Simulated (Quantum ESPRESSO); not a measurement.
# HgTe (Coloradoite) (F-43m) in Quantum ESPRESSO: a series of runs

Aim: see how the results for HgTe (Coloradoite) move with the level of theory and the settings. Levels: LDA, PBE, PBEsol. Tasks: phonon dispersion, energy-loss spectrum, phonons.

All numbers are computed with Quantum ESPRESSO 7.5; they aren't measurements. Logs are shortened: lines on timing, memory, paths and dates and some standing lists are left out, and cuts for length are marked.

## Step 1: Starting point

The structure is cubic, space group F-43m (No. 216). The conventional cell has a = 6.429 Å, b = 6.429 Å, c = 6.429 Å, α = 90.00°, β = 90.00°, γ = 90.00°. Hg (site symmetry -43m) has 4 Te at 2.78 Å as nearest neighbours. Te (site symmetry -43m) is surrounded by 4 Hg at 2.78 Å.

## Step 2: Phonon dispersion, LDA

Input file pw.in:

```
&CONTROL
  calculation = 'scf'
  prefix = 'pwscf'
  outdir = './tmp'
  pseudo_dir = './pseudo'
  tprnfor = .true.
  tstress = .true.
  disk_io = 'low'
/
&SYSTEM
  ibrav = 0
  nat = 2
  ntyp = 2
  ecutwfc = 45
  ecutrho = 360
  nbnd = 15
  occupations = 'smearing'
  smearing = 'mv'
  degauss = 0.01469973
/
&ELECTRONS
  conv_thr = 4d-10
  electron_maxstep = 120
  mixing_beta = 0.5
/
ATOMIC_SPECIES
Hg   200.5920 hg_lda_v1.uspp.F.UPF
Te   127.6000 te_lda_v1.uspp.F.UPF
CELL_PARAMETERS angstrom
   0.0000000000    3.2145000000    3.2145000000
   3.2145000000    0.0000000000    3.2145000000
   3.2145000000    3.2145000000    0.0000000000
ATOMIC_POSITIONS crystal
Hg     0.0000000000    0.0000000000    0.0000000000
Te     0.7500000000    0.7500000000    0.7500000000
K_POINTS automatic
6 6 6 0 0 0
```

Input file relax.in:

```
&CONTROL
  calculation = 'vc-relax'
  prefix = 'pwscf'
  outdir = './tmp'
  pseudo_dir = './pseudo'
  tprnfor = .true.
  tstress = .true.
  disk_io = 'low'
  nstep = 40
  forc_conv_thr = 0.0001
  etot_conv_thr = 1d-06
/
&SYSTEM
  ibrav = 0
  nat = 2
  ntyp = 2
  ecutwfc = 45
  ecutrho = 360
  nbnd = 15
  occupations = 'smearing'
  smearing = 'mv'
  degauss = 0.01469973
/
&ELECTRONS
  conv_thr = 4d-10
  electron_maxstep = 120
  mixing_beta = 0.5
/
&IONS
  ion_dynamics = 'bfgs'
/
&CELL
  cell_dynamics = 'bfgs'
  press = 0
  press_conv_thr = 0.2
/
ATOMIC_SPECIES
Hg   200.5920 hg_lda_v1.uspp.F.UPF
Te   127.6000 te_lda_v1.uspp.F.UPF
CELL_PARAMETERS angstrom
   0.0000000000    3.2145000000    3.2145000000
   3.2145000000    0.0000000000    3.2145000000
   3.2145000000    3.2145000000    0.0000000000
ATOMIC_POSITIONS crystal
Hg     0.0000000000    0.0000000000    0.0000000000
Te     0.7500000000    0.7500000000    0.7500000000
K_POINTS automatic
6 6 6 0 0 0
```

Input file scf2.in:

```
&CONTROL
  calculation = 'scf'
  prefix = 'pwscf'
  outdir = './tmp'
  pseudo_dir = './pseudo'
  tprnfor = .true.
  tstress = .true.
  disk_io = 'low'
/
&SYSTEM
  ibrav = 0
  nat = 2
  ntyp = 2
  ecutwfc = 45
  ecutrho = 360
  nbnd = 15
  occupations = 'smearing'
  smearing = 'mv'
  degauss = 0.01469973
/
&ELECTRONS
  conv_thr = 1d-13
  electron_maxstep = 120
  mixing_beta = 0.5
  startingpot = 'file'
  startingwfc = 'file'
/
ATOMIC_SPECIES
Hg   200.5920 hg_lda_v1.uspp.F.UPF
Te   127.6000 te_lda_v1.uspp.F.UPF
CELL_PARAMETERS angstrom
   0.0000000000    3.2285896632    3.2285896632
   3.2285896632    0.0000000000    3.2285896632
   3.2285896632    3.2285896632    0.0000000000
ATOMIC_POSITIONS crystal
Hg     0.0000000000    0.0000000000    0.0000000000
Te     0.7500000000    0.7500000000    0.7500000000
K_POINTS automatic
6 6 6 0 0 0
```

Input file ph.in:

```
phonon_bands of HgTe
&INPUTPH
  prefix = 'pwscf'
  outdir = './tmp'
  tr2_ph = 1d-18
  fildyn = 'dyn'
  niter_ph = 90
  alpha_mix(1) = 0.4
  ldisp = .true.
  nq1 = 2
  nq2 = 2
  nq3 = 2
/
```

Input file q2r.in:

```
&INPUT
  fildyn = 'dyn'
  zasr = 'crystal'
  flfrc = 'fc'
/
```

Input file matdyn.in:

```
&INPUT
  asr = 'crystal'
  flfrc = 'fc'
  flfrq = 'freq'
  q_in_cryst_coord = .true.
  flvec = ' '
/
80
 0.0000000000  0.0000000000  0.0000000000
 0.0454545455  0.0000000000  0.0454545455
 0.0909090909  0.0000000000  0.0909090909
 0.1363636364  0.0000000000  0.1363636364
 0.1818181818  0.0000000000  0.1818181818
 0.2272727273  0.0000000000  0.2272727273
 0.2727272727  0.0000000000  0.2727272727
 0.3181818182  0.0000000000  0.3181818182
 0.3636363636  0.0000000000  0.3636363636
 0.4090909091  0.0000000000  0.4090909091
 0.4545454545  0.0000000000  0.4545454545
 0.5000000000  0.0000000000  0.5000000000
 0.5000000000  0.0500000000  0.5500000000
 0.5000000000  0.1000000000  0.6000000000
 0.5000000000  0.1500000000  0.6500000000
 0.5000000000  0.2000000000  0.7000000000
 0.5000000000  0.2500000000  0.7500000000
 0.4687500000  0.2812500000  0.7500000000
 0.4375000000  0.3125000000  0.7500000000
 0.4062500000  0.3437500000  0.7500000000
 0.3750000000  0.3750000000  0.7500000000
 0.3461538462  0.3461538462  0.6923076923
 0.3173076923  0.3173076923  0.6346153846
 0.2884615385  0.2884615385  0.5769230769
 0.2596153846  0.2596153846  0.5192307692
 0.2307692308  0.2307692308  0.4615384615
 0.2019230769  0.2019230769  0.4038461538
 0.1730769231  0.1730769231  0.3461538462
 0.1442307692  0.1442307692  0.2884615385
 0.1153846154  0.1153846154  0.2307692308
 0.0865384615  0.0865384615  0.1730769231
 0.0576923077  0.0576923077  0.1153846154
 0.0288461538  0.0288461538  0.0576923077
 0.0000000000  0.0000000000  0.0000000000
 0.0454545455  0.0454545455  0.0454545455
 0.0909090909  0.0909090909  0.0909090909
 0.1363636364  0.1363636364  0.1363636364
 0.1818181818  0.1818181818  0.1818181818
 0.2272727273  0.2272727273  0.2272727273
 0.2727272727  0.2727272727  0.2727272727
 0.3181818182  0.3181818182  0.3181818182
 0.3636363636  0.3636363636  0.3636363636
 0.4090909091  0.4090909091  0.4090909091
 0.4545454545  0.4545454545  0.4545454545
 0.5000000000  0.5000000000  0.5000000000
 0.5178571429  0.4642857143  0.5178571429
 0.5357142857  0.4285714286  0.5357142857
 0.5535714286  0.3928571429  0.5535714286
 0.5714285714  0.3571428571  0.5714285714
 0.5892857143  0.3214285714  0.5892857143
 0.6071428571  0.2857142857  0.6071428571
 0.6250000000  0.2500000000  0.6250000000
 0.5937500000  0.2500000000  0.6562500000
 0.5625000000  0.2500000000  0.6875000000
 0.5312500000  0.2500000000  0.7187500000
 0.5000000000  0.2500000000  0.7500000000
 0.5000000000  0.2750000000  0.7250000000
 0.5000000000  0.3000000000  0.7000000000
 0.5000000000  0.3250000000  0.6750000000
 0.5000000000  0.3500000000  0.6500000000
 0.5000000000  0.3750000000  0.6250000000
 0.5000000000  0.4000000000  0.6000000000
 0.5000000000  0.4250000000  0.5750000000
 0.5000000000  0.4500000000  0.5500000000
 0.5000000000  0.4750000000  0.5250000000
 0.5000000000  0.5000000000  0.5000000000
 0.4861111111  0.4861111111  0.5277777778
 0.4722222222  0.4722222222  0.5555555556
 0.4583333333  0.4583333333  0.5833333333
 0.4444444444  0.4444444444  0.6111111111
 0.4305555556  0.4305555556  0.6388888889
 0.4166666667  0.4166666667  0.6666666667
 0.4027777778  0.4027777778  0.6944444444
 0.3888888889  0.3888888889  0.7222222222
 0.3750000000  0.3750000000  0.7500000000
 0.6250000000  0.2500000000  0.6250000000
 0.5937500000  0.1875000000  0.5937500000
 0.5625000000  0.1250000000  0.5625000000
 0.5312500000  0.0625000000  0.5312500000
 0.5000000000  0.0000000000  0.5000000000
```

Input file matdyn_dos.in:

```
&INPUT
  asr = 'crystal'
  flfrc = 'fc'
  dos = .true.
  fldos = 'phdos'
  nk1 = 9
  nk2 = 9
  nk3 = 9
  deltaE = 0.5
  flvec = ' '
  flfrq = ' '
/
```

Input file matdyn_mesh.in:

```
&INPUT
  asr = 'crystal'
  flfrc = 'fc'
  flfrq = 'mesh'
  q_in_cryst_coord = .true.
  flvec = ' '
/
512
 0.06250000  0.06250000  0.06250000
 0.06250000  0.06250000  0.18750000
 0.06250000  0.06250000  0.31250000
[... 509 further points of the even 8 x 8 x 8 mesh, shifted by half a step ...]
```

Potentials or basis: GBRV 1.5 LDA.

Launch:

```
$ OMP_NUM_THREADS=1 pw.x -in pw.in > pw.out
$ OMP_NUM_THREADS=1 pw.x -in relax.in > relax.out
$ OMP_NUM_THREADS=1 pw.x -in scf2.in > scf2.out
$ OMP_NUM_THREADS=1 ph.x -in ph.in > ph.out
$ OMP_NUM_THREADS=1 q2r.x -in q2r.in > q2r.out
$ OMP_NUM_THREADS=1 matdyn.x -in matdyn.in > matdyn.out
$ OMP_NUM_THREADS=1 matdyn.x -in matdyn_dos.in > matdyn_dos.out
$ OMP_NUM_THREADS=1 matdyn.x -in matdyn_mesh.in > matdyn_mesh.out
```

pw.out:

```text
This program is part of the open-source Quantum ESPRESSO suite
     for quantum simulation of materials; please cite
[... 9 lines left out ...]
     --------------------
     sticks:   dense  smooth     PW     G-vecs:    dense   smooth      PW
     Sum        1813     925    271                51493    18197    2975

     Using Slab Decomposition

     bravais-lattice index     =            0
     lattice parameter (alat)  =       8.5907  a.u.
     unit-cell volume          =     448.2981 (a.u.)^3
     number of atoms/cell      =            2
     number of atomic types    =            2
     number of electrons       =        18.00
     number of Kohn-Sham states=           15
     kinetic-energy cutoff     =      45.0000  Ry
     charge density cutoff     =     360.0000  Ry
     scf convergence threshold =      4.0E-10
     mixing beta               =       0.5000
     number of iterations used =            8  plain     mixing
     Exchange-correlation= SLA  PZ   NOGX NOGC
                           (   1   1   0   0   0   0   0)

     celldm(1)=   8.590675  celldm(2)=   0.000000  celldm(3)=   0.000000
     celldm(4)=   0.000000  celldm(5)=   0.000000  celldm(6)=   0.000000

     crystal axes: (cart. coord. in units of alat)
               a(1) = (   0.000000   0.707107   0.707107 )
               a(2) = (   0.707107   0.000000   0.707107 )
               a(3) = (   0.707107   0.707107   0.000000 )

     reciprocal axes: (cart. coord. in units 2 pi/alat)
               b(1) = ( -0.707107  0.707107  0.707107 )
               b(2) = (  0.707107 -0.707107  0.707107 )
               b(3) = (  0.707107  0.707107 -0.707107 )

     PseudoPot. # 1 for Hg read from file:
     hg_lda_v1.uspp.F.UPF
     Pseudo is Ultrasoft + core correction, Zval = 12.0
     Generated by new atomic code, or converted to UPF format
     Using radial grid of  985 points,  6 beta functions with:
                l(1) =   0
                l(2) =   0
                l(3) =   1
                l(4) =   1
                l(5) =   2
                l(6) =   2
     Q(r) pseudized with  8 coefficients,  rinner =    2.000   2.000   2.000
                                                       2.000   2.000

     PseudoPot. # 2 for Te read from file:
     te_lda_v1.uspp.F.UPF
     Pseudo is Ultrasoft + core correction, Zval =  6.0
     Generated by new atomic code, or converted to UPF format
     Using radial grid of  891 points,  5 beta functions with:
                l(1) =   0
                l(2) =   0
                l(3) =   1
                l(4) =   1
                l(5) =   2
     Q(r) pseudized with  6 coefficients,  rinner =    1.800   1.800   1.800
                                                       1.800   1.800

     atomic species   valence    mass     pseudopotential
     Hg               12.00   200.59200     Hg( 1.00)
     Te                6.00   127.60000     Te( 1.00)

     24 Sym. Ops. (no inversion) found

   Cartesian axes

     site n.     atom                  positions (alat units)
         1        Hg     tau(   1) = (   0.0000000   0.0000000   0.0000000  )
         2        Te     tau(   2) = (   1.0606602   1.0606602   1.0606602  )

     number of k points=    16  Marzari-Vanderbilt smearing, width (Ry)=  0.0147
                       cart. coord. in units 2pi/alat
        k(    1) = (   0.0000000   0.0000000   0.0000000), wk =   0.0092593
        k(    2) = (   0.1178511   0.1178511  -0.1178511), wk =   0.0740741
        k(    3) = (   0.2357023   0.2357023  -0.2357023), wk =   0.0740741
        k(    4) = (  -0.3535534  -0.3535534   0.3535534), wk =   0.0370370
        k(    5) = (   0.2357023   0.0000000  -0.0000000), wk =   0.0555556
        k(    6) = (   0.3535534   0.1178511  -0.1178511), wk =   0.2222222
[... 8 lines left out ...]
        k(   15) = (  -0.1178511  -0.3535534   0.5892557), wk =   0.2222222
        k(   16) = (  -0.7071068   0.2357023   0.0000000), wk =   0.1111111

     Dense  grid:    51493 G-vectors     FFT dimensions: (  54,  54,  54)

     Smooth grid:    18197 G-vectors     FFT dimensions: (  40,  40,  40)

     Initial potential from superposition of free atoms

     starting charge      17.9998, renormalised to      18.0000
     Starting wfcs are   13 randomized atomic wfcs +    2 random wfcs

     Self-consistent Calculation

     iteration #  1     ecut=    45.00 Ry     beta= 0.50
     Davidson diagonalization with overlap
     ethr =  1.00E-02,  avg # of iterations =  5.2

     Threshold (ethr) on eigenvalues was too large:
     Diagonalizing with lowered threshold

     Davidson diagonalization with overlap
     ethr =  2.83E-04,  avg # of iterations =  3.6

     total energy              =    -134.05635457 Ry
     estimated scf accuracy    <       0.04849348 Ry

     iteration #  2     ecut=    45.00 Ry     beta= 0.50
     Davidson diagonalization with overlap
     ethr =  2.69E-04,  avg # of iterations =  2.4
[... 36 lines left out ...]
     total energy              =    -134.07027002 Ry
     estimated scf accuracy    <       0.00000006 Ry

     iteration #  8     ecut=    45.00 Ry     beta= 0.50
     Davidson diagonalization with overlap
     ethr =  3.41E-10,  avg # of iterations =  2.1

     End of self-consistent calculation

          k = 0.0000 0.0000 0.0000 (  2277 PWs)   bands (ev):

    -6.1707  -1.3942  -1.3942  -1.3942  -0.8372  -0.8372   5.1395   6.0520
     6.0520   6.0520  10.1497  10.1497  10.1497  12.4303  15.7635

          k = 0.1179 0.1179-0.1179 (  2274 PWs)   bands (ev):

    -6.0320  -1.3560  -1.3560  -1.3421  -0.8391  -0.8391   3.5808   5.7456
     5.7456   6.7404  10.1735  10.5467  10.5467  13.7777  14.6556

          k = 0.2357 0.2357-0.2357 (  2265 PWs)   bands (ev):

    -5.7326  -1.2903  -1.2903  -1.0539  -0.8260  -0.8260   1.5861   5.2383
     5.2383   6.6918  10.9598  10.9598  11.7208  13.5354  14.9733

          k =-0.3536-0.3536 0.3536 (  2276 PWs)   bands (ev):

    -5.5707  -1.2652  -1.2652  -0.8081  -0.8081  -0.5247   0.3583   5.0156
     5.0156   6.5827  10.9858  10.9858  12.7425  13.8449  16.2031

          k = 0.2357 0.0000-0.0000 (  2277 PWs)   bands (ev):

    -5.9851  -1.3785  -1.3168  -1.3168  -0.8638  -0.8171   3.5138   5.2740
     5.2740   7.5291   9.1213  11.2031  11.2031  13.2172  14.5459

          k = 0.3536 0.1179-0.1179 (  2282 PWs)   bands (ev):

    -5.7360  -1.3041  -1.2397  -1.1681  -0.8483  -0.8004   2.0682   4.5693
     4.7517   7.8537   9.5362  11.4628  11.8581  13.7674  15.4547

          k =-0.2357-0.4714 0.4714 (  2293 PWs)   bands (ev):

    -5.5211  -1.2493  -1.2071  -0.8957  -0.8014  -0.5696   0.6411   3.9389
     4.6307   7.7652  10.3262  11.7374  12.2798  14.5980  15.7251

          k =-0.1179-0.3536 0.3536 (  2287 PWs)   bands (ev):

    -5.5757  -1.2452  -1.2367  -0.8956  -0.8410  -0.7292   1.0458   3.8015
     5.0005   7.7538  10.6034  11.3817  11.9559  14.5827  14.9331

          k = 0.0000-0.2357 0.2357 (  2277 PWs)   bands (ev):

    -5.8372  -1.3111  -1.2924  -1.2295  -0.8590  -0.8109   2.5218   4.4599
     5.5773   7.5416  10.2315  10.8107  11.1474  13.8780  15.0213

          k = 0.4714 0.0000-0.0000 (  2285 PWs)   bands (ev):

    -5.5803  -1.2768  -1.1372  -1.1372  -0.8059  -0.7766   1.6412   4.1504
     4.1504   7.8773   8.6695  12.9810  13.2705  13.2705  16.1760

          k =-0.1179-0.5893 0.5893 (  2296 PWs)   bands (ev):

    -5.4155  -1.2138  -1.0882  -1.0301  -0.7780  -0.5032   0.7320   3.4069
     3.9735   8.0801   9.2080  12.6181  13.4855  14.8189  16.5590

          k =-0.0000-0.4714 0.4714 (  2301 PWs)   bands (ev):

    -5.4148  -1.2080  -1.1336  -0.9003  -0.8210  -0.3990   0.5487   2.9446
     4.3559   8.2246  10.4299  12.5822  12.8300  13.3476  15.1508

          k =-0.7071 0.0000 0.0000 (  2272 PWs)   bands (ev):

    -5.3592  -1.2309  -1.0310  -1.0310  -0.7562  -0.3738   0.4394   3.6776
     3.6776   7.8126   8.3218  14.1038  14.9745  14.9745  16.3743

          k =-0.2357-0.4714 0.7071 (  2286 PWs)   bands (ev):

    -5.5248  -1.2192  -1.1860  -1.0111  -0.8040  -0.7003   1.2002   3.5059
     4.3828   8.4806   9.8276  11.0087  13.2312  14.0115  16.4187

          k =-0.1179-0.3536 0.5893 (  2272 PWs)   bands (ev):

    -5.4148  -1.1911  -1.1509  -0.8901  -0.8424  -0.3687   0.5019   3.1647
     4.0546   8.6777  10.3668  11.3093  13.1439  13.8931  16.4074

          k =-0.7071 0.2357 0.0000 (  2284 PWs)   bands (ev):

    -5.3602  -1.1737  -1.0933  -0.9668  -0.8100  -0.2312   0.3572   3.3433
     3.4595   8.7069   9.5541  12.4459  12.5770  15.4988  17.0601

     the Fermi energy is     5.9721 ev

!    total energy              =    -134.07027004 Ry
     estimated scf accuracy    <          1.9E-10 Ry
     smearing contrib. (-TS)   =       0.00042251 Ry
     internal energy E=F+TS    =    -134.07069255 Ry

     The total energy is F=E-TS. E is the sum of the following terms:
     one-electron contribution =     -32.33313474 Ry
     hartree contribution      =      28.77510275 Ry
     xc contribution           =     -53.07829239 Ry
     ewald contribution        =     -77.43436818 Ry

     convergence has been achieved in   8 iterations

     Forces acting on atoms (cartesian axes, Ry/au):

     atom    1 type  1   force =     0.00000000   -0.00000000    0.00000000
     atom    2 type  2   force =    -0.00000000   -0.00000000    0.00000000

     Total force =     0.000000     Total SCF correction =     0.000000

     Computing stress (Cartesian axis) and pressure

          total   stress  (Ry/bohr**3)                   (kbar)     P=        6.45
   0.00004383  -0.00000000   0.00000000            6.45       -0.00        0.00
  -0.00000000   0.00004383   0.00000000           -0.00        6.45        0.00
   0.00000000   0.00000000   0.00004383            0.00        0.00        6.45

=------------------------------------------------------------------------------=
   JOB DONE.
=------------------------------------------------------------------------------=
```

Run time: 15 min. Hardware: 1 thread of Arm Neoverse V2, shared host; peak memory 0.23 GiB.

Results:

- Free energy: -1824.1208 eV
- Relaxed volume: 33.65 Å³/atom
- Relaxed cell: a = 4.566 Å, b = 4.566 Å, c = 4.566 Å, α = 60.00°, β = 60.00°, γ = 60.00°
- Space group after relaxing (to 0.05 Å): F-43m (No. 216)
- Pressure after relaxing: 0.0 GPa
- Band gap on the k mesh: none (metal or under the smearing width)
- Highest phonon frequency: 145 cm⁻¹
- Zero-point energy: 0.016 eV/atom

The path:
```csv
step,energy change (eV),largest force (eV/Å),pressure (GPa),volume (Å³)
1,0.0000,0.0000,0.64,66.43
2,-0.0008,0.0000,0.49,66.65
3,-0.0014,0.0000,0.30,66.89
4,-0.0018,0.0000,0.04,67.25
5,-0.0018,0.0000,0.00,67.31
```

Final structure:
```
Hg Te
1.0
     0.00000    3.22859    3.22859
     3.22859    0.00000    3.22859
     3.22859    3.22859    0.00000
Hg Te
1 1
Direct
  0.00000 0.00000 0.00000
  0.75000 0.75000 0.75000
```

Phonon frequencies in cm⁻¹ (negative: imaginary):
```csv
q point,frequencies
"(0.000, 0.000, 0.000)",0 0 0 117 117 117
"(0.318, 0.000, 0.318)",19 19 79 129 134 134
"(0.500, 0.150, 0.650)",27 37 88 130 141 143
"(0.346, 0.346, 0.692)",19 49 83 130 136 145
"(0.144, 0.144, 0.288)",13 24 53 122 125 128
"(0.091, 0.091, 0.091)",6 6 24 118 118 119
"(0.409, 0.409, 0.409)",19 19 80 129 129 141
"(0.589, 0.321, 0.589)",20 47 82 130 135 145
"(0.500, 0.275, 0.725)",29 46 83 129 141 144
"(0.500, 0.450, 0.550)",20 27 83 130 130 143
"(0.431, 0.431, 0.639)",20 43 81 130 133 144
"(0.562, 0.125, 0.562)",19 30 92 132 140 142
```

Phonon frequencies at the corners of the path (cm⁻¹, interpolated; i marks imaginary ones):
```
point           frequencies
    Γ     0 0 0 117 117 117
    X  18 18 94 133 140 140
    W  30 46 83 129 142 143
    K  19 45 86 130 137 145
    L  20 20 83 130 130 142
    U  19 45 86 130 137 145
```

Phonon states per cell in windows of 10 cm⁻¹ (negative: imaginary):
```csv
from (cm⁻¹),total,Hg,Te
0,0.02,0.01,0.01
10,0.52,0.36,0.16
20,0.80,0.58,0.22
30,0.36,0.27,0.10
40,0.35,0.26,0.09
50,0.05,0.04,0.01
60,0.10,0.08,0.02
70,0.32,0.28,0.04
80,0.47,0.44,0.03
90,0.02,0.02,0.00
100,0.00,0.00,0.00
110,0.03,0.01,0.02
120,1.11,0.26,0.85
130,1.21,0.27,0.94
140,0.61,0.12,0.49
```

Harmonic thermodynamics per atom at this volume (zero-point energy 16.4 meV, Debye temperature from the second moment 187 K):
```
 T (K)  free energy (meV)  entropy (k_B)  heat capacity Cv (k_B)
    50               13.0           1.73                    1.79
   100                2.1           3.26                    2.55
   200              -35.0           5.16                    2.87
298.15              -83.9           6.32                    2.94
   500             -208.3           7.86                    2.98
   800             -430.9           9.26                    2.99
```

Caveat: the mesh is thin for the phonons of a metal; the q mesh is small, so phonon branches between its points and thermal values are rough. The run has no spin-orbit coupling, so splittings on Hg, Te are missing.

(Part 1 of 5 ends here.)
